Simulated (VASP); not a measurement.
# P (Cm) in VASP: single point with r2SCAN+D3(BJ)

Aim: the single point of P with r2SCAN+D3(BJ).

All numbers are computed with VASP 6.6.1; they aren't measurements. Logs are shortened: lines on timing, memory, paths and dates and some standing lists are left out, and cuts for length are marked.

### 1 The crystal as given

It takes space group Cmce (No. 64, orthorhombic). Conventional cell: a = 3.295 Å, b = 10.930 Å, c = 4.544 Å, α = 90.00°, β = 90.00°, γ = 90.00°. Around P (site symmetry m) lie 3 P at 2.21 to 2.25 Å.

### 2 Single point, r2SCAN+D3(BJ)

Input file POSCAR:

```
P
1.0
    1.6477431241     -5.4650377251      0.0000000000
    1.6477431241      5.4650377251      0.0000000000
    0.0000000000      0.0000000000      4.5436355900
P
4
Direct
    0.9127277220      0.1079498983      0.5920214568
    0.1050726746      0.9155591773      0.4162365721
    0.6047023180      0.4159270269      0.0918592100
    0.4123522854      0.6083438975      0.9163967611
```

Input file INCAR.step1:

```
SYSTEM = P
PREC     = Accurate       ! precision mode
ENCUT    = 520            ! plane-wave cutoff, eV
ISMEAR   = -1             ! smearing method
SIGMA    = 0.01           ! smearing width, eV
LREAL    = .False.        ! projectors in reciprocal space
LASPH    = .True.         ! aspherical terms in the spheres
NELM     = 100            ! most SCF steps
NBANDS   = 18             ! bands
GGA      = PE             ! functional
ALGO     = Normal         ! electronic algorithm
EDIFF    = 1E-4           ! SCF threshold, eV
LWAVE    = .True.         ! write WAVECAR
LCHARG   = .False.        ! write CHGCAR
```

Input file INCAR.step2:

```
SYSTEM = P
PREC     = Accurate       ! precision mode
ENCUT    = 520            ! plane-wave cutoff, eV
EDIFF    = 1E-6           ! SCF threshold, eV
ISMEAR   = -1             ! smearing method
SIGMA    = 0.01           ! smearing width, eV
LREAL    = .False.        ! projectors in reciprocal space
LASPH    = .True.         ! aspherical terms in the spheres
NELM     = 100            ! most SCF steps
ALGO     = Normal         ! electronic algorithm
ISIF     = 2              ! what is computed and relaxed
LWAVE    = .False.        ! write WAVECAR
LCHARG   = .False.        ! write CHGCAR
METAGGA  = R2SCAN         ! meta-GGA
LMIXTAU  = .True.       
IVDW     = 12             ! dispersion correction
VDW_S6   = 1.0          
VDW_S8   = 0.78981345   
VDW_A1   = 0.49484001   
VDW_A2   = 5.73083694   
NBANDS   = 18             ! bands
ISTART   = 1
```

Input file KPOINTS:

```
Automatic mesh
0
Gamma
  6 6 4
  0 0 0
```

Potentials or basis: VASP PAW PBE potentials, release 64 (P).

Run with:

```bash
cat potpaw_PBE.64/P/POTCAR > POTCAR
cp INCAR.step1 INCAR
mpirun -np 1 vasp_std > vasp.out
cp INCAR.step2 INCAR
mpirun -np 1 vasp_std > vasp.out
```

OUTCAR:

```text
SYSTEM = P
   PREC = Accurate
   ENCUT = 520
   EDIFF = 1E-6
   ISMEAR = -1
   LREAL = .False.
   LASPH = .True.
   NELM = 100
   ISIF = 2
   METAGGA = R2SCAN
   IVDW = 12
   ISTART = 1
 IVDW          = 12

 ion  position               nearest neighbor table
   1  0.913  0.108  0.592-   4 2.21   4 2.21   2 2.25
   2  0.105  0.916  0.416-   3 2.21   3 2.21   1 2.25
   3  0.605  0.416  0.092-   2 2.21   2 2.21   4 2.25
   4  0.412  0.608  0.916-   1 2.21   1 2.21   3 2.25

  LATTYP: Found a base centered orthorhombic cell.
 ALAT       =     3.2954862482
 B/A-ratio  =     3.3166806435
 C/A-ratio  =     1.3787451222

  Lattice vectors:

 A1 = (   1.6477431241,  -5.4650377251,   0.0000000000)
 A2 = (   1.6477431241,   5.4650377251,   0.0000000000)
 A3 = (   0.0000000000,   0.0000000000,   4.5436355900)

Analysis of symmetry for initial positions (statically):
=====================================================================
 Subroutine PRICEL returns:
 Original cell was already a primitive cell.

 Routine SETGRP: Setting up the symmetry group for a
 base centered orthorhombic supercell.

 Subroutine GETGRP returns: Found  1 space group operations
 (whereof  1 operations were pure point group operations)
 out of a pool of  8 trial point group operations.

The static configuration has the point symmetry C_1 .

Analysis of symmetry for dynamics (positions and initial velocities):
=====================================================================
 Subroutine PRICEL returns:
 Original cell was already a primitive cell.

 Routine SETGRP: Setting up the symmetry group for a
 base centered orthorhombic supercell.

 Subroutine GETGRP returns: Found  1 space group operations
 (whereof  1 operations were pure point group operations)
 out of a pool of  8 trial point group operations.

The dynamic configuration has the point symmetry C_1 .

 Subroutine INISYM returns: Found  1 space group operations
 (whereof  1 operations are pure point group operations),
 and found     1 'primitive' translations

----------------------------------------------------------------------------------------

                                     Primitive cell

  volume of cell :      81.8307

  direct lattice vectors                    reciprocal lattice vectors
     1.647743124 -5.465037725  0.000000000     0.303445357 -0.091490677  0.000000000
     1.647743124  5.465037725  0.000000000     0.303445357  0.091490677  0.000000000
     0.000000000  0.000000000  4.543635590     0.000000000  0.000000000  0.220088073

  length of vectors
     5.708037731  5.708037731  4.543635590     0.316937894  0.316937894  0.220088073

  position of ions in fractional coordinates (direct lattice)
     0.912727722  0.107949898  0.592021457
     0.105072675  0.915559177  0.416236572
     0.604702318  0.415927027  0.091859210
     0.412352285  0.608343897  0.916396761

  ion indices of the primitive-cell ions
   primitive index   ion index
                 1           1
                 2           2
                 3           3
                 4           4

----------------------------------------------------------------------------------------

 KPOINTS: Automatic mesh

Automatic generation of k-mesh.
 Grid dimensions read from file:
 generate k-points for:    6    6    4

 Generating k-lattice:

  Cartesian coordinates                     Fractional coordinates (reciprocal lattice)
     0.050574226 -0.015248446  0.000000000     0.166666667  0.000000000  0.000000000
     0.050574226  0.015248446  0.000000000     0.000000000  0.166666667  0.000000000
     0.000000000  0.000000000  0.055022018     0.000000000  0.000000000  0.250000000

  Length of vectors
     0.052822982  0.052822982  0.055022018

  Shift w.r.t. Gamma in fractional coordinates (k-lattice)
     0.000000000  0.000000000  0.000000000

 Subroutine IBZKPT returns following result:
 ===========================================

 Found     76 irreducible k-points:

 Following reciprocal coordinates:
            Coordinates               Weight
  0.000000  0.000000  0.000000      1.000000
  0.166667  0.000000  0.000000      2.000000
  0.000000  0.166667  0.000000      2.000000
  0.333333  0.000000  0.000000      2.000000
  0.000000  0.333333  0.000000      2.000000
  0.500000  0.000000  0.000000      1.000000
[... 16 lines left out ...]
 -0.166667 -0.000000  0.250000      2.000000
  0.000000  0.166667 -0.250000      2.000000
 [... further k-points ...]
   k-points           NKPTS =     76   k-points in BZ     NKDIM =     76   number of bands    NBANDS=     18
   number of dos      NEDOS =    301   number of ions     NIONS =      4
   total plane-waves  NPLWV =  63504
   dimension x,y,z NGX =    42 NGY =   42 NGZ =   36
   dimension x,y,z NGXF=    84 NGYF=   84 NGZF=   72
   ions per type =               4
   NGX,Y,Z   is equivalent  to a cutoff of  12.23, 12.23, 13.17 a.u.
   NGXF,Y,Z  is equivalent  to a cutoff of  24.46, 24.46, 26.34 a.u.
 SYSTEM =  P
   PREC   = accura    normal or accurate (medium, high low for compatibility)
   ISTART =      1    job   : 0-new  1-cont  2-samecut
   ICHARG =      0    charge: 1-file 2-atom 10-const
   ISPIN  =      1    spin polarized calculation?
   LNONCOLLINEAR =      F non collinear calculations
   LSORBIT =      F    spin-orbit coupling
   LASPH  =      T    aspherical Exc in radial PAW
   ENCUT  =  520.0 eV  38.22 Ry    6.18 a.u.  10.61 10.61  8.45*2*pi/ulx,y,z
   NELM   =    100;   NELMIN=  2; NELMDL=  0     # of ELM steps
   EDIFF  = 0.1E-05   stopping-criterion for ELM
   LREAL  =      F    real-space projection
   EDIFFG = 0.1E-04   stopping-criterion for IOM
   NSW    =      0    number of steps for IOM
   IBRION =     -1    ionic relax: 0-MD 1-quasi-New 2-CG
   NFREE  =      0    steps in history (QN), initial steepest desc. (CG)
   ISIF   =      2    stress and relaxation
   ISYM   =      2    0-nonsym 1-usesym 2-fastsym
   POTIM  = 0.5000    time-step for ionic-motion
   TEBEG  =    0.0;   TEEND  =   0.0 temperature during run
   PSTRESS=    0.0 pullay stress
   NELECT =      20.0000    total number of electrons
   NUPDOWN=      -1.0000    fix difference up-down
   EMIN   =  10.00;   EMAX   =-10.00  energy-range for DOS
   EFERMI =   0.00;   METHOD = LEGACY
   ISMEAR =    -1;   SIGMA  =   0.01  broadening in eV -4-tet -1-fermi 0-gaus
   EFERMI_NEDOS =   21; number of points for ismear=-14 and -15
   IALGO  =     38    algorithm
   IMIX   =      4    mixing-type and parameters
     AMIX     =   0.40;   BMIX     =  1.00
     AMIX_MAG =   1.60;   BMIX_MAG =  1.00
  volume/ion in A,a.u.               =      20.46       138.06
  Fermi-wavevector in a.u.,A,eV,Ry     =   1.023559  1.934246 14.254450  1.047673
  Thomas-Fermi vector in A             =   2.157299
   LORBIT       =      0    0 simple, 1 ext, 2 COOP (PROOUT), +10 PAW based schemes
   METAGGA = R2SCAN    functional components
   LHFCALC =     F    Hartree Fock is set to
   AEXX    =    0.0000 exact exchange contribution
   IVDW    =    12    specifies the selected vdW correction
   LEPSILON=     F    determine dielectric tensor
   LRPA    =     F    only Hartree local field effects (RPA)
 non-spin polarized calculation
  energy-cutoff  :      520.00
  volume of cell :       81.83
 maximum number of plane-waves:      2221
   NGX = 21   NGY = 21   NGZ = 17

 number of electron      19.9999999 magnetization

 Free energy of the ion-electron system (eV)
  ---------------------------------------------------
  ext. energy  EPLUGINS =         0.00000000
  ---------------------------------------------------
  free energy    TOTEN  =       -35.90560831 eV

  energy without entropy =      -35.90560829  energy(sigma->0) =      -35.90560830

 E-fermi :   5.9106     XC(G=0):  -9.8701

 val. band max:        5.7917717653   @ k =   0.5000   0.5000   0.0000
 cond. band min:       6.0294598578   @ k =   0.5000   0.5000   0.0000
 fundamental gap:      0.2376880926
 Fermi energy:         5.9106127242

 k-point     1 :       0.0000    0.0000    0.0000
  band No.  band energies     occupation
      1     -10.7793      2.00000
      2      -7.8928      2.00000
      3      -4.4577      2.00000
      4      -1.2900      2.00000
      5       0.6811      2.00000
      6       0.7010      2.00000
[... 10 lines left out ...]
     17      13.1775      0.00000
     18      13.5768      0.00000

 k-point     2 :       0.1667    0.0000    0.0000
  band No.  band energies     occupation
      1     -10.4216      2.00000
      2      -7.5503      2.00000
      3      -4.6555      2.00000
      4      -0.9828      2.00000
      5      -0.1311      2.00000
      6       0.1735      2.00000
[... 10 lines left out ...]
     17      11.3855      0.00000
     18      13.0857      0.00000

 k-point     3 :       0.0000    0.1667    0.0000
  band No.  band energies     occupation
      1     -10.4216      2.00000
      2      -7.5503      2.00000
      3      -4.6555      2.00000
      4      -0.9828      2.00000
      5      -0.1312      2.00000
      6       0.1736      2.00000
[... 10 lines left out ...]
     17      11.3855      0.00000
     18      13.0855      0.00000

 k-point     4 :       0.3333    0.0000    0.0000
  band No.  band energies     occupation
      1      -9.3720      2.00000
      2      -6.5255      2.00000
      3      -5.8350      2.00000
      4      -2.5505      2.00000
      5      -0.6049      2.00000
      6      -0.2311      2.00000
[... 375 lines left out ...]
      4      -1.9074      2.00000
      5      -0.0464      2.00000
      6       0.3014      2.00000
[... 10 lines left out ...]
     17      12.7109      0.00000
     18      13.2293      0.00000

 k-point    23 :      -0.1667   -0.0000    0.2500
  band No.  band energies     occupation
      1     -10.0955      2.00000
      2      -8.0924      2.00000
      3      -4.3830      2.00000
      4      -1.9072      2.00000
      5      -0.0469      2.00000
      6       0.3016      2.00000
[... 10 lines left out ...]
     17      12.7109      0.00000
     18      13.2298      0.00000

 k-point    24 :       0.0000    0.1667   -0.2500
  band No.  band energies     occupation
      1     -10.0956      2.00000
      2      -8.0924      2.00000
      3      -4.3829      2.00000
      4      -1.9075      2.00000
      5      -0.0464      2.00000
      6       0.3014      2.00000
[... 10 lines left out ...]
     17      12.7108      0.00000
     18      13.2294      0.00000

 [... further k-points ...]

------------------------ aborting loop because EDIFF is reached ----------------------------------------

 Edisp (eV)   -0.63922

 E8    (eV) :    -0.1814

  FORCE on cell =-STRESS in cart. coord.  units (eV):
  Direction    XX          YY          ZZ          XY          YZ          ZX
  --------------------------------------------------------------------------------------
  -------------------------------------------------------------------------------------
  Total      -0.57949    -0.86283    -0.94507    -0.00087    -0.00950    -0.00044
  in kB     -11.34597   -16.89353   -18.50369    -0.01700    -0.18600    -0.00864
  external pressure =      -15.58 kB  Pullay stress =        0.00 kB

 VOLUME and BASIS-vectors are now :
 -----------------------------------------------------------------------------
  energy-cutoff  :      520.00
  volume of cell :       81.83
      direct lattice vectors                 reciprocal lattice vectors
     1.647743124 -5.465037725  0.000000000     0.303445357 -0.091490677  0.000000000
     1.647743124  5.465037725  0.000000000     0.303445357  0.091490677  0.000000000
     0.000000000  0.000000000  4.543635590     0.000000000  0.000000000  0.220088073

 POSITION                                       TOTAL-FORCE (eV/Angst)
 -----------------------------------------------------------------------------------
      1.68181     -4.39814      2.68993         0.000107     -0.057990      0.083833
      1.68174      4.42934      1.89123         0.000171      0.066531     -0.083948
      1.68173     -1.03166      0.41737         0.000259      0.060550      0.088660
      1.68185      1.07110      4.16377        -0.000537     -0.069090     -0.088545
 -----------------------------------------------------------------------------------
    total drift:                                0.000016     -0.000494     -0.000135

  FREE ENERGIE OF THE ION-ELECTRON SYSTEM (eV)
  ---------------------------------------------------
  free  energy   TOTEN  =       -36.5448288602 eV

  energy  without entropy=      -36.5448288355  energy(sigma->0) =      -36.54482885
```

Wall time 8.6 min (1 thread of Intel Xeon Platinum 8259CL at 2.50GHz (Skylake/Cascade Lake), shared host); peak memory 0.29 GiB.

What came out:

```yaml
Free_energy: -36.5448 eV
Pressure: -1.6 GPa
Largest_force: 0.112 eV/Å
Band_gap_on_the_k_mesh: 0.24 eV, direct
Dispersion_energy_per_atom: -0.160 eV
```

Forces on the atoms (eV/Å):
```
P    0.000 -0.058  0.084
P    0.000  0.067 -0.084
P    0.000  0.061  0.089
P   -0.001 -0.069 -0.089
```

Caveat: the PAW data sets were made with another functional, which shifts forces and pressure a little. A k mesh can miss the band edges.
